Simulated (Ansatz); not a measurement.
**Ge — Ge-73 NMR of the central transition**

Cell: an entry of the Crystallography Open Database (COD) whose atoms were relaxed with PBE, the cell held.

Space group P4_32_12 (No. 96); a = 5.9300, c = 6.9800 Å.

```
site  Wyckoff  site symmetry       x       y       z
 Ge1       4a            ..2  0.0899  0.0899  0.0000
 Ge5       8b              1  0.1723  0.3691  0.2595
```

One atom of each set is listed.

The numbers come from a DFT calculation in Ansatz (LDA, plane waves and PAW, scalar-relativistic, 420 eV cutoff, Γ-centred 8×8×7 k-points, Fermi–Dirac smearing 0.02 eV).

Ge-73 has I = 9/2 and Q = -196.0 mb (Pyykkö 2018); at 18.8 T its Larmor frequency is ν₀ = 28.0 MHz. Only the quadrupole interaction is simulated: positions count from each site's isotropic chemical shift, and shift anisotropy, dipolar and J coupling are left out.

(1) What does the Ge-73 spectrum (static powder) show for each site?

## Answers

(1) 

| site | first shell | C_Q (MHz) | η | P_Q (MHz) | δ_QIS (ppm) | breadth (kHz) |
| --- | --- | --- | --- | --- | --- | --- |
| Ge1 | 4 Ge at 2.49–2.50 Å | -21.3 | 0.79 | 23.4 | -973 | 202 |
| Ge5 | 4 Ge at 2.49–2.52 Å | -27.9 | 0.83 | 30.9 | -1690 | 353 |

δ_QIS = −(ν_Q²/30ν₀²)[I(I+1) − 3/4](1 + η²/3) × 10⁶ ppm with ν_Q = 3|C_Q|/[2I(2I−1)]; it falls as 1/B₀² in ppm, and the breadth as 1/B₀ in kHz.

With a gap of 0.5 eV on this mesh, the gradients can still move by some per cent as the k-mesh gets denser.

Hardware: 4 threads of Intel Xeon 6975P-C (Granite Rapids) (x86_64; 16 cores open to the job, memory cap 8.0 GiB, no GPU), a shared host with a load of 0.5 a core. Wall time 25 s, CPU time 94 s, peak memory 1.5 GiB.
